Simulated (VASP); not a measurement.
Crystal: TiO2 (Rutile).

```
CELL_PARAMETERS angstrom
4.59220 0.00000 0.00000
0.00000 4.59220 0.00000
0.00000 0.00000 2.95740
ATOMIC_POSITIONS crystal
Ti 0.00000 0.00000 0.00000
Ti 0.50000 0.50000 0.50000
O 0.30496 0.30496 0.00000
O 0.19504 0.80496 0.50000
O 0.69504 0.69504 0.00000
O 0.80496 0.19504 0.50000
```

Program: VASP 6.6.1. Alike in all runs: task single point; no spin polarisation; cell as given; cutoff (eV) 520; smearing fermi-dirac 0.02 eV.

Q: Order these runs on this cell by their pressure, lowest first.
A. level HSE06; potentials or basis VASP PAW PBE potentials, release 64 (Ti_sv, O); k mesh 4 × 4 × 6; grid for exact exchange (PRECFOCK) Fast; screening parameter 0.2 1/A
B. level r2SCAN; potentials or basis VASP PAW PBE potentials, release 64 (Ti_sv, O); k mesh 5 × 5 × 8
C. level PBE; potentials or basis VASP PAW PBE potentials, release 64 (Ti_sv, O); k mesh 5 × 5 × 8
D. level LDA; potentials or basis VASP PAW LDA potentials, release 64 (Ti_sv, O); k mesh 5 × 5 × 8

A: D (-6.8 GPa), A (-2.0 GPa), B (1.5 GPa), C (6.1 GPa).

Caveats: the PAW data sets were made with another functional, which shifts forces and pressure a little (some runs).

Not every run made on this cell is shown here.
